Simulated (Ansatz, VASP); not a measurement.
## One calculation of HfO2, two programs

```
Hf O
1.0
     0.00000   -2.54876   -2.54876
    -2.54876    0.00000   -2.54876
     2.54876    2.54876   -5.09751
Hf O
2 4
Direct
  0.00000 0.00000 0.00000
  0.50000 0.50000 0.50000
  0.87500 0.87500 0.37500
  0.37500 0.37500 0.87500
  0.62500 0.62500 0.12500
  0.12500 0.12500 0.62500
```

Alike in both runs: task single point; functional PBE; k mesh 6 × 6 × 6; occupations gaussian, width 0.1 eV; no spin polarisation.

|  | VASP | Ansatz |
| --- | --- | --- |
| version | VASP 6.6.1 | Ansatz 0.2.0 |
| potentials or method | VASP PAW PBE potentials, release 64 (Hf_pv, O) | scalar-relativistic, plane waves, PAW |
| plane-wave cutoff (eV) | 520 | 420 |
| valence electrons in the cell | 44 | 76 |

```tsv
	VASP	Ansatz	Ansatz less VASP
gap on the k mesh at the Fermi level (eV)	3.76	3.75	-0.011
least direct gap on the mesh (eV)	3.76	3.75	-0.011
pressure (GPa)	-3.6	0.0	+3.63
```

The two sets of potentials don't hold the same shells in valence.

Caveats: spin-orbit coupling is left out, which moves the levels of the heavy elements. A k mesh can miss the band edges.
